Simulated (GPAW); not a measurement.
Ag:

```
CELL_PARAMETERS angstrom
-1.65565 1.65565 1.65565
1.65565 -1.65565 1.65565
1.65565 1.65565 -1.65565
ATOMIC_POSITIONS crystal
Ag 0.00000 0.00000 0.00000
```

This isn't the form of Ag at room conditions, which is fcc.

```yaml
Program: GPAW 26.7.0
Task: relaxation of cell and atoms
Functional: PBEsol
Potentials_or_basis: PAW data sets generated in the run's folder for this functional
Cutoff: 600 eV
Basis: pw
k_mesh: 11 × 11 × 11
Occupations: fermi-dirac, width 0.05 eV
Spin: no spin polarisation
```

At the start: pressure -7.3 GPa; volume 18.15 Å³/atom.

Question: How do energy, volume and symmetry change on relaxing?

Answer: Over 4 steps the energy falls by 33.4 meV/atom and the volume is 16.80 Å³/atom (-7.5 %); space group Im-3m (No. 229, to 0.05 Å).

The path:
```tsv
step	energy change (eV)	largest force (eV/Å)	pressure (GPa)	volume (Å³)
1	0.0000	0.0000	-7.25	18.15
2	-0.0229	0.0000	-4.39	17.53
3	-0.0330	0.0000	0.78	16.68
4	-0.0334	0.0000	-0.06	16.80
```

Final structure:
```xyz
1
Lattice="-1.6134 1.6134 1.6134 1.6134 -1.6134 1.6134 1.6134 1.6134 -1.6134" Properties=species:S:1:pos:R:3 pbc="T T T"
Ag    0.0000    0.0000    0.0000
```

Caveat: later steps reuse the first step's grids.
